Q: I work with copper films, and I would like to judge the energy of a crystal structure before anyone computes it. Can I do that from the way its atoms are packed?

A: Let us try it on PBE energies, with three results hidden. The column "over lowest" is the cost per atom relative to the lowest structure listed, ordinary face-centred cubic (fcc) copper. I refer to the other crystals by their space group number or by the label under "found from".

Crystal structures of Cu, with energies per atom relative to the lowest-energy structure listed. Computed with Ansatz 0.2.0 using DFT with the PBE functional, scalar-relativistic, with plane waves, PAW datasets and a 420 eV cutoff; cell and atoms were relaxed at zero pressure.

| found from | space group number | atoms in cell | volume per atom (Å³) | over lowest (meV/atom) |
| --- | --- | --- | --- | --- |
| database cell | 225 | 1 | 11.96 | 0.0 |
| changed type | 166 | 4 | 11.96 | 4.0 |
| database cell | 194 | 4 | 11.96 | ? |
| Sm type | 166 | 3 | 11.96 | 7.0 |
| database cell | 139 | 1 | 12.01 | 38.0 |
| W type | 229 | 1 | 12.00 | 38.0 |
| changed type | 70 | 2 | 12.11 | 55.0 |
| Ti type | 191 | 3 | 12.18 | 78.0 |
| W type | 223 | 8 | 12.28 | 103.0 |
| changed type | 167 | 6 | 12.46 | 141.0 |
| database cell | 63 | 2 | 12.56 | 143.0 |
| database cell | 164 | 6 | 23.07 | 156.0 |
| changed type | 69 | 2 | 12.59 | 164.0 |
| Sn type | 141 | 2 | 13.18 | ? |
| random start | 139 | 5 | 15.00 | 486.0 |
| changed type | 194 | 8 | 16.29 | 529.0 |
| changed type | 166 | 12 | 15.66 | 567.0 |
| random start | 227 | 4 | 20.06 | 689.0 |
| Si sites | 206 | 8 | 16.04 | ? |
| Si type | 227 | 2 | 19.16 | 1041.0 |

Q: Where do you start?

A: With the limit in which the nearest neighbours do not change at all. Close-packed layers can be stacked in many sequences, and in each of them an atom keeps twelve neighbours at nearly the same distance. The cell 166 with four atoms and the Sm type are such stackings. They have the same volume per atom as fcc and cost only 4 and 7 meV/atom. For comparison, the makers of the data give about 4 meV/atom as the error for metals, a figure from their tests on other systems and not from these runs.

Q: So what would you say about the hidden 194 cell with four atoms?

A: Its symmetry and volume fit a double hexagonal stacking. I call a layer hexagonal if the layers above and below it sit in the same position, which is true of half the layers here. The share is also one half in the four-atom 166 cell, and two thirds in the Sm type. If the cost is proportional to this share, the two known rows give 8 and 10.5 meV per hexagonal layer, and half their mean is 4.6. My forecast is about 5 ± 4 meV/atom, nearly degenerate with fcc.

Q: And when atoms do lose neighbours?

A: Then it matters how a metal shares its electrons. Take a much simpler system: one s orbital linked to $Z$ equal orbitals that have no links among themselves. If each link has strength $t$, the lowest level drops by $\sqrt{Z}\,t$. Four links thus give twice the drop of one link, not four times, because the same electrons serve all of them. This star has no d shell and no repulsion between atoms, so it shows only why each bond gets stronger when there are fewer of them.

Q: What changes in a real crystal?

A: Atoms also repel each other, and bonds can change length. Let repulsion fall with distance $r$ as $Z e^{-pr}$ and attraction as $\sqrt{Z}\,e^{-qr}$. At the best distance the binding energy then grows as $Z^m$, with $m=(p-2q)/(2p-2q)$. If repulsion is very steep, bonds cannot shorten and $m$ is 1/2; if $p=2q$, $m$ is zero and the number of neighbours no longer matters. A metal like copper should lie between these limits.

Q: Do the bonds really shorten?

A: Yes, as three crystals show in which symmetry and volume fix the distances. An atom has twelve neighbours at 2.57 Å in fcc, six at 2.42 Å in the 227 cell with four atoms, and four at 2.32 Å in the Si type. The lengths are results of the calculation; electron sharing as their cause is the theoretical argument.

Q: Can you turn that into an energy?

A: I take copper's binding energy as roughly 3.5 eV per atom, a recalled value. The six-neighbour crystal costs 0.689 eV, so it keeps $(3.5-0.689)/3.5=0.803$ of the binding with half the neighbours, which means $m=0.316$. For the Si type, with a third of the neighbours, the binding should then be $3.5\times(1/3)^{0.316}=2.47$ eV, a cost of 1.03 eV. The table has 1.041 eV, and that row was not used to set $m$. Independent pair bonds would have cost 2.3 eV.

Q: Then why not count neighbours everywhere?

A: Because the count is not always clear. Body-centred cubic (bcc) copper, the W type in 229, has eight nearest neighbours, and the rule with eight gives a cost of about 0.4 eV. The calculation gives 38 meV/atom. Six more atoms lie only about 15% farther away, and they bind too. The one-atom 139 cell, at the same cost, is not bcc but a tetragonal relative with one axis about 6% shorter than the other two. In the hidden Sn type the volume does not fix the shape of the tetragonal cell, so I cannot count its neighbours at all.

Q: What do you use there?

A: Volume, as a rough stand-in for lost neighbours. Between bcc and the 69 cell the volume grows by about 5% and the cost rises to 164 meV/atom. I fitted cost = $C x^s$ to the visible crystals, where $x$ is the excess volume relative to fcc. The constants $C$ and $s$ can trade against each other, so this is an interpolation and not a law of bonding.

Q: Row 164 has the largest volume in the table and costs only 156 meV/atom. Doesn't that ruin the fit?

A: It would, so I left it out. That cell is almost certainly a slab six layers thick, and its extra volume then corresponds to 11.7 Å of vacuum. Its cost is that of two surfaces shared among six atoms, and it would shrink in a thicker slab.

Q: Your forecast for the Sn type, then?

A: Its excess volume is $13.18/11.96-1=0.10$, and the curve gives 261 meV/atom there. I keep that value, with an error bar of 90 meV/atom. That error bar is a judgement for a crystal not much looser than the dense ones. Over the fitted rows the leave-one-out error is larger, 131 meV/atom, mainly because of the open crystals.

Q: And the 206 cell, which started from silicon sites?

A: Here I have two limits. Volume alone gives 566 meV/atom, but the same curve is 226 too low for the four-neighbour Si type. If the 206 cell kept four neighbours and nothing else bound, it should cost about as much as the Si type, 1041. It is denser than that, so more distant atoms may help. I go midway, to about 800 ± 240 meV/atom.

Q: The rows stand in order of rising energy. Doesn't that give the answers away?

A: In part. The rows above and below bracket each hidden value, so these forecasts are not blind. They also use the relaxed volumes, which come from the same calculation; for a new structure you would have to estimate the volume first. For the 194 and 206 cells my ranges cover practically the whole bracket, and a hit there was nearly assured. Only the range for the Sn type could really fail.

The withheld rows as computed:

| found from | space group number | atoms in cell | volume per atom (Å³) | over lowest (meV/atom) |
| --- | --- | --- | --- | --- |
| database cell | 194 | 4 | 11.96 | 6.0 |
| Sn type | 141 | 2 | 13.18 | 327.0 |
| Si sites | 206 | 8 | 16.04 | 831.0 |

Q: How did you do?

A: All three values lie within their ranges. The 194 cell costs 6 meV/atom, so the stacking estimate is about 1 too low. That is less than the 4 meV/atom from the tests on other systems, so the result supports near-degeneracy rather than an exact cost of a hexagonal layer. A guess halfway between the rows above and below would have been closer for the 194 cell and for the Sn type, and slightly worse for the 206 cell.

Q: What went wrong with the Sn type?

A: It costs 327 meV/atom, 66 more than the curve gives. The curve knows how much room an atom has, but not how its neighbours are arranged in that room. My guess is that the Sn type has fewer close neighbours than its modest volume suggests. The interatomic distances would settle it.

Q: And the 206 cell came out almost right.

A: It did, at 831 meV/atom, but the midpoint was a compromise and not a theory. The more telling number is the failure of volume alone, which is 265 too low here and 226 too low for the Si type. The two crystals thus depart from the curve in the same direction and by a similar amount, whereas for the six-neighbour 227 cell the curve is 190 too high. That alone does not give a neighbour number. By the rule with $m=0.316$, the cost of the 206 cell corresponds to about five neighbours. Four close atoms helped by more distant ones would suit that, but this too remains a guess until the distances are examined. The output printed below gives the fit and the forecasts.

Q: What should I do with the next copper structure?

A: First ask whether each atom keeps twelve neighbours at the fcc distance. If so, expect a cost of roughly 10 meV/atom or less. If the crystal is only slightly looser, its volume gives a fair first estimate. If it is open, count the neighbours, though that rule rests on only two crystals here. Volume alone can put such crystals in the wrong order: the 227 cell with four atoms is looser than the Si type, yet 352 meV/atom lower ($1041-689$).

Q: Would a low cost mean that I could grow the structure?

A: No. Each relaxation kept the symmetry it started with, so a crystal may be held in a shape that it would leave if it were free. Copper in the bcc structure is the known example: it costs little here, yet a tetragonal stretch lets it slide towards fcc. The cost tells you how far a structure lies above fcc at zero temperature, with the atoms' zero-point motion left out, and whether it would last is a separate calculation.

Output of the analysis:

```
fit of en on 16 rows (vol < 22): coefficient of xs**s 1129 +/- 60, s 0.6412; rms 76.3, worst Si type -226, leave-one-out rms 131
  rows outside the fit (model, value, miss): database cell 0, 6, -6; database cell 1077, 156, 921; Sn type 261.2, 327, -65.8; Si sites 566.5, 831, -265
Volume law less computed, Si type, meV/atom: -225.6
Volume law less computed, 227 with four atoms, meV/atom: 190.4
Cost per hexagonal layer from 166 with four atoms, meV: 8
Cost per hexagonal layer from Sm type, meV: 10.5
Bond length fcc, 12 neighbours, angstrom: 2.567
Bond length 227 with four atoms, 6 neighbours, angstrom: 2.421
Bond length Si type, 4 neighbours, angstrom: 2.317
Rough binding per bond fcc, meV: 583.3
Rough binding per bond 227 with four atoms, meV: 937
Rough binding per bond Si type, meV: 1230
Neighbour exponent from 227 with four atoms: 0.3163
Neighbour exponent from Si type: 0.3213
Cost of Si type if bonds were independent pairs, meV/atom: 2333
Vacuum in row 164 if a six-layer slab, angstrom: 11.68
Excess energy per surface atom of that slab, meV: 468
Forecast 194 with four atoms, error bar 4, meV/atom: 4.625
Forecast Sn type, error bar 90, meV/atom: 261.2
Forecast Si sites 206, error bar 240, meV/atom: 803.7
Forecast less computed, 194 with four atoms, meV/atom: -1.375
Forecast less computed, Sn type, meV/atom: -65.79
Forecast less computed, Si sites 206, meV/atom: -27.25
Midpoint of neighbouring rows, 194 with four atoms, meV/atom: 5.5
Midpoint of neighbouring rows, Sn type, meV/atom: 325
Midpoint of neighbouring rows, Si sites 206, meV/atom: 865
```
